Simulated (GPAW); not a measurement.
Here is a GPAW 26.7.0 calculation.

Contents of run.py:

```python
from ase.dft.bandgap import bandgap
from ase.io import read, write
from ase.units import GPa
from gpaw import GPAW, PW, setup_paths

setup_paths.insert(0, '.')

atoms = read('PbSe.cif')

calc = GPAW(mode=PW(600),
            xc='LDA',
            kpts={'size': (6, 6, 6), 'gamma': True},
            occupations={'name': 'fermi-dirac', 'width': 0.05},
            nbands=19,
            convergence={'density': 1e-05, 'energy': 1e-05},
            maxiter=150,
            txt='gpaw.txt')
atoms.calc = calc
energy = atoms.get_potential_energy()
forces = atoms.get_forces()
stress = atoms.get_stress()
calc.write('gs.gpw')
write('result.traj', atoms)
print(f'Energy: {energy:.6f} eV')
print('Forces (eV/A):')
print(forces.round(4))
print('Stress (GPa):', (stress / GPa).round(3))
print('Fermi level:', round(calc.get_fermi_level(), 4), 'eV')
print(f'Gap: {bandgap(calc)[0]:.4f} eV, direct: {bandgap(calc, direct=True)[0]:.4f} eV')

path = atoms.cell.bandpath('GXWKGLUWLK,UX', npoints=80, eps=1e-4)
bs_calc = calc.fixed_density(kpts=path, symmetry='off', nbands=31,
                             convergence={'bands': 'CBM+6.0', 'eigenstates': 1e-6}, txt='bands.txt')
bs = bs_calc.band_structure()
bs.write('bs.json')
print(f'Gap on the path: {bandgap(bs_calc)[0]:.4f} eV')
```

PbSe.cif

```cif
data_PbSe
_cell_length_a 4.32841274
_cell_length_b 4.32841274
_cell_length_c 4.32841274
_cell_angle_alpha 60.00000000
_cell_angle_beta 60.00000000
_cell_angle_gamma 60.00000000
_space_group_name_H-M_alt 'P1'
_space_group_name_Hall 'P 1'
_space_group_IT_number 1
loop_
_space_group_symop_operation_xyz
'x,y,z'
loop_
_atom_site_label
_atom_site_type_symbol
_atom_site_symmetry_multiplicity
_atom_site_Wyckoff_symbol
_atom_site_fract_x
_atom_site_fract_y
_atom_site_fract_z
_atom_site_occupancy
Pb1 Pb 1 a 0.0000000000 0.0000000000 0.0000000000 1
Se1 Se 1 a 0.5000000000 0.5000000000 0.5000000000 1
```

Potentials or basis: PAW data sets generated in the run's folder for this functional, pw.

Launch:

```console
$ gpaw-setup -f LDA Pb Se
$ OMP_NUM_THREADS=1 python run.py
```

Estimate the band gap along the path.

0.14 eV, direct.

Predict the pressure.

-2.4 GPa.

Estimate the band gap on the k mesh.

0.14 eV, direct.

Levels at the corners of the path, in eV from the valence-band top:
| point | band 7 | band 8 | band 9 | band 10 | band 11 | band 12 | band 13 | band 14 |
| --- | --- | --- | --- | --- | --- | --- | --- | --- |
| Γ | -6.39 | -1.88 | -1.88 | -1.88 | 4.57 | 4.57 | 4.57 | 6.50 |
| X | -7.43 | -5.02 | -3.25 | -3.25 | 3.64 | 5.48 | 5.48 | 5.92 |
| W | -8.06 | -4.26 | -4.26 | -0.78 | 1.75 | 4.86 | 4.86 | 7.64 |
| K | -8.08 | -4.61 | -2.74 | -2.43 | 3.30 | 3.91 | 5.33 | 5.75 |
| Γ | -6.39 | -1.88 | -1.88 | -1.88 | 4.57 | 4.57 | 4.57 | 6.50 |
| L | -8.84 | -1.45 | -1.45 | 0.00 | 0.14 | 1.58 | 1.58 | 8.42 |
| U | -8.08 | -4.61 | -2.74 | -2.43 | 3.30 | 3.91 | 5.33 | 5.75 |
| W | -8.06 | -4.26 | -4.26 | -0.78 | 1.75 | 4.86 | 4.86 | 7.64 |
| L | -8.84 | -1.45 | -1.45 | 0.00 | 0.14 | 1.58 | 1.58 | 8.42 |
| K | -8.08 | -4.61 | -2.74 | -2.43 | 3.30 | 3.91 | 5.33 | 5.75 |
| U | -8.08 | -4.61 | -2.74 | -2.43 | 3.30 | 3.91 | 5.33 | 5.75 |
| X | -7.43 | -5.02 | -3.25 | -3.25 | 3.64 | 5.48 | 5.48 | 5.92 |

Caveat: spin-orbit coupling is left out, which as a rule narrows the gap of such compounds by several tenths of an eV.

**Measured values to compare with.**

A printed reference work, monograph reports, for a bulk crystal of PbSe at 4.2 K: band gap 0.15 eV (direct).

A measured gap of PbSe is 0.15 eV (direct; 4.2 K; a printed reference work, monograph); the calculated 0.14 eV misses it by -0.01 eV. 2 values of this kind are on record (0.15 to 0.28 eV); this one was drawn at random. Spin-orbit coupling on Pb, Se is left out. The value is that of LDA, without temperature or zero-point motion. Semilocal functionals fall short of measured gaps as a rule.
